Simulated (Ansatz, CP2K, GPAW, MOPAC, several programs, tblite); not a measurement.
# PbO from cheap methods to r2SCAN

Aim: run PbO through methods of unlike cost and see what each gets, and at what price.

Method: no spin polarisation, static lattice; gaps from single points on the cell relaxed beforehand with r²SCAN, in MOPAC, tblite, CP2K, GPAW, Ansatz (versions at each run).

**1. The system as given**

It takes space group F-43m (No. 216, cubic). The conventional cell has a = 5.598 Å, b = 5.598 Å, c = 5.598 Å, α = 90.00°, β = 90.00°, γ = 90.00°. Around Pb (site symmetry -43m) lie 4 O at 2.42 Å. O (site symmetry -43m) is surrounded by 4 Pb at 2.42 Å.

Structure file:

```
CELL_PARAMETERS angstrom
0.00000 2.79878 2.79878
2.79878 0.00000 2.79878
2.79878 2.79878 0.00000
ATOMIC_POSITIONS crystal
Pb 0.00000 0.00000 0.00000
O 0.25000 0.25000 0.25000
```

The structure type (zincblende) is imposed and need not be the compound's stable one.

**Question.** The methods are PM6, PM7, GFN1-xTB (tblite), GFN2-xTB (tblite), PBE/DZVP, PBE/single-zeta, PBE/SZV, coarse PBE, GLLB-SC, PBE, r2SCAN. What gap does r2SCAN give on this cell, and which other methods (full PBE left aside) come nearest to r2SCAN and farthest in gap, volume and bulk modulus?

| quantity | value |
| --- | --- |
| r2SCAN | gap 0.62 eV, 21.92 Å³/atom, B₀ 71 GPa |
| gap: nearest and farthest of the other methods | coarse PBE (-0.19 eV), PM7 (+7.82 eV) |
| volume: nearest and farthest of the other methods | GFN1-xTB (tblite) (+0.1 %), PBE/SZV (+7.3 %) |
| bulk modulus: nearest and farthest of the other methods | PBE/SZV (-5 %), GFN1-xTB (tblite) (+20 %) |

**Reading.** Among the 9 methods compared for the gap (full PBE left aside), coarse PBE is nearest to r2SCAN and PM7 farthest. Among the 4 methods compared for the volume (full PBE left aside), GFN1-xTB (tblite) is nearest to r2SCAN and PBE/SZV farthest. Among the 4 methods compared for the bulk modulus (full PBE left aside), PBE/SZV is nearest to r2SCAN and GFN1-xTB (tblite) farthest. A minimal basis or a coarse cutoff and mesh shifts results by its own error, so closeness to r2SCAN can be chance. Cluster runs see only the k-points that fold onto the zone centre, so their gaps can miss the band edges. GLLB-SC is compared with its derivative discontinuity added. No volume is given for PM6, PM7, PBE/single-zeta, coarse PBE, which can hide a larger miss. CPU times run from 0.99 s (coarse PBE) to 14 s (PBE/DZVP). On this cell PBE/DZVP, PBE/SZV, GLLB-SC cost more than r2SCAN itself (5.9 s), so they are no saving here. r2SCAN is a yardstick, not the truth: it usually gives gaps below the measured ones. Spin-orbit coupling is left out throughout.
